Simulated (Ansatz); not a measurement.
CaS built on the rocksalt prototype (r2SCAN geometry), in Ansatz:

```cif
data_structure
_symmetry_space_group_name_H-M 'Fm-3m'
_symmetry_Int_Tables_number 225
_cell_length_a 5.6959
_cell_length_b 5.6959
_cell_length_c 5.6959
_cell_angle_alpha 90.000
_cell_angle_beta 90.000
_cell_angle_gamma 90.000
_cell_volume 184.79
loop_
_atom_site_label
_atom_site_type_symbol
_atom_site_symmetry_multiplicity
_atom_site_Wyckoff_symbol
_atom_site_fract_x
_atom_site_fract_y
_atom_site_fract_z
_atom_site_occupancy
Ca1 Ca 4 a 0.00000 0.00000 0.00000 1
S1 S 4 b 0.50000 0.00000 0.00000 1
```

G0W0@PBE with 253 empty bands, a screening cutoff of 180 eV and a 6×6×6 mesh (PAW, contour deformation) gives 4.171 eV over the mesh points, from a PBE gap of 2.363 eV; it sums over 261 bands with 259 plane waves in the screening and a wave cutoff of 420 eV. G0W0 values are finite-basis, finite-mesh values. Spin-unpolarised throughout; all numbers are computed.

Question: Estimate the gap with mesh 8×8×8, empty bands 75, screening cutoff 80 eV.

Answer: 3.969 eV (-0.202 eV), from a Kohn-Sham gap of 2.363 eV.

Question: Estimate the gap with starting point HSE06.

Answer: 4.598 eV (+0.427 eV), from a Kohn-Sham gap of 3.411 eV.
